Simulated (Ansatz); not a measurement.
# SnO, space group Pmn2_1: a projected density of states

Computed with the Python package of Ansatz (0.2.0).

Typed at the interpreter:
```pycon
>>> import warnings
>>> import ansatz
>>> import numpy as np
>>> XC = "pbesol"
>>> KMESH = (6, 4, 6)
>>> FILLING = "fixed"
>>> CUTOFF_EV = 510
>>> N_EMPTY = 14
>>> crystal = (
...     ansatz.Lattice.from_parameters(3.355005, 5.674104, 4.22197, alpha=90.0, beta=90.0, gamma=90.0)
...     .atom("Sn", (0.0, 0.231909, 0.513144))
...     .atom("Sn", (0.5, 0.768091, 0.013144))
...     .atom("O", (0.0, 0.89125, 0.736857))
...     .atom("O", (0.5, 0.10875, 0.236857))
... )
>>> crystal.resolved().tree()["lattice"]
((3.355005, 0.0, 0.0), (3.474386650814597e-16, 5.674104, 0.0), (2.585211023298075e-16, 2.585211023298075e-16, 4.22197))
>>> calc = (
...     crystal.calculation()
...     .functional(XC)
...     .kpoints(mesh=KMESH, center="gamma")
...     .occupations(FILLING)
...     .basis(CUTOFF_EV)
...     .scf(extra_bands=N_EMPTY)
...     .density_of_states(projected=True, energy_step=0.05)
... )
>>> with warnings.catch_warnings(record=True) as caught:
...     warnings.simplefilter("always")
...     outcome = calc.run()
...
>>> print("warnings raised:", sorted(w.category.__name__ for w in caught) or "none")
warnings raised: none
>>> data = outcome.report
>>> data["published_state_doubts"]
[]
>>> data["free_energy_ev"]
-13021.020577236563
>>> dos = outcome.density_of_states()
>>> energy = np.asarray(dos.energies_ev) - dos.fermi_ev
>>> curves = {}
>>> for site in outcome.projected_density_of_states().sites:
...     for shell in site.shells:
...         weight = sum(np.sum(curve.g_bin_mean_per_ev, axis=0) for curve in shell.curves)
...         name = f"{site.species} {shell.label}"
...         curves[name] = curves.get(name, 0) + weight
...
>>> step = energy[1] - energy[0]
>>> windows = [(-10, -5), (-5, 0), (0, 6)]
>>> print("states by shell in windows of E - E_F (eV):", windows)
states by shell in windows of E - E_F (eV): [(-10, -5), (-5, 0), (0, 6)]
>>> for name, g in curves.items():
...     print(f"{name:8s}", " ".join(f"{step * g[(energy >= a) & (energy < b)].sum():8.3f}" for a, b in windows))
...
Sn 5S       1.791    1.293    0.474
Sn 5P       0.277    2.310    5.349
Sn 4D       0.014    0.047    0.010
O 2S        0.152    0.110    0.364
O 2P        1.728    8.144    1.112
>>> filled = (energy < 0) & (energy > -10)
>>> for name, g in curves.items():
...     if g[filled].sum() * step > 0.5:
...         print(f"centre of {name}: {np.average(energy[filled], weights=g[filled]):.2f} eV")
...
centre of Sn 5S: -4.71 eV
centre of Sn 5P: -3.15 eV
centre of O 2P: -3.64 eV
```

Caveats:
- Total energies depend on the potentials; only differences at equal settings carry meaning. A total without «per atom» is that of the cell as typed.
- Semilocal gaps usually lie well under measured ones.
- Under fixed occupations the level called the Fermi level is the highest filled one on the SCF mesh; off the mesh a filled band can lie a little above it.
- The crystal has a gap of about 1.59 eV on the mesh; bins of finite width blur the band edges.
- The structure comes from a database of computed cells and needn't be a stable or known phase.
- Curves are summed over the cell's atoms. Only shells that the potentials hold have channels, so projections don't add up to the total, least of all where a shell is missing (p of most metals); heights and places of peaks move with the mesh.
- The density of states is complete only as far up as bands were computed.
- A band centre counts only the states inside the window taken.
- Run time: 18 s on 1 thread of Arm Neoverse V2, on a shared host, peak memory 0.45 GiB.
